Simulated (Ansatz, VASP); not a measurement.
# One calculation of AlN, two programs

The input INCAR:

```
SYSTEM = AlN
  PREC = Accurate
  ENCUT = 520
  EDIFF = 1E-7
  ISMEAR = 0
  SIGMA = 0.05
  LREAL = .False.
  LASPH = .True.
  NELM = 60
  ALGO = Normal
  ISIF = 2
  LWAVE = .False.
  LCHARG = .False.
  GGA = PE
  NBANDS = 11
```

File KPOINTS:

```
regular mesh
0
Gamma
  10 10 10
  0 0 0
```

Contents of POSCAR:

```
AlN
1.0
    0.0000000000      2.2015871044      2.2015871044
    2.2015871044      0.0000000000      2.2015871044
    2.2015871044      2.2015871044      0.0000000000
Al N
1 1
Direct
    0.0000000000      0.0000000000      0.0000000000
    0.7500000000      0.7500000000      0.7500000000
```

Input for Ansatz:

```yaml
crystal:
  lattice:
    - [0.0, 2.2015871006, 2.2015871006]
    - [2.2015871006, 0.0, 2.2015871006]
    - [2.2015871006, 2.2015871006, 0.0]
  atoms:
    - { symbol: Al, position: [0.0, 0.0, 0.0] }
    - { symbol: "N", position: [0.75, 0.75, 0.75] }
basis:
  ecutwfc: 420
kpoints:
  mp_grid: { grid: [10, 10, 10] }
hamiltonian:
  xc: pbe
scf:
  occupations: { method: gaussian, width: 0.05 }
output:
  forces: true
  stress: true
  eigenvalues: true
```

Measurements of this composition are mostly on another form, of space group No. 186.

Alike in both runs: task single point; functional PBE; k mesh 10 × 10 × 10; occupations gaussian, width 0.05 eV; no spin polarisation.

```csv
,VASP,Ansatz
version,VASP 6.6.1,Ansatz 0.2.0
potentials or method,"VASP PAW PBE potentials, release 64 (Al, N)","scalar-relativistic, plane waves, PAW"
plane-wave cutoff (eV),520,420
valence electrons in the cell,8,8
```

|  | VASP | Ansatz | Ansatz less VASP |
| --- | --- | --- | --- |
| gap on the k mesh at the Fermi level (eV) | 3.31 | 3.31 | +0.007 |
| least direct gap on the mesh (eV) | 3.98 | 3.98 | -0.009 |
| pressure (GPa) | -0.3 | 0.0 | +0.27 |

A k mesh can miss the band edges. A hybrid or GW would open this gap; PBE tends to underestimate it.
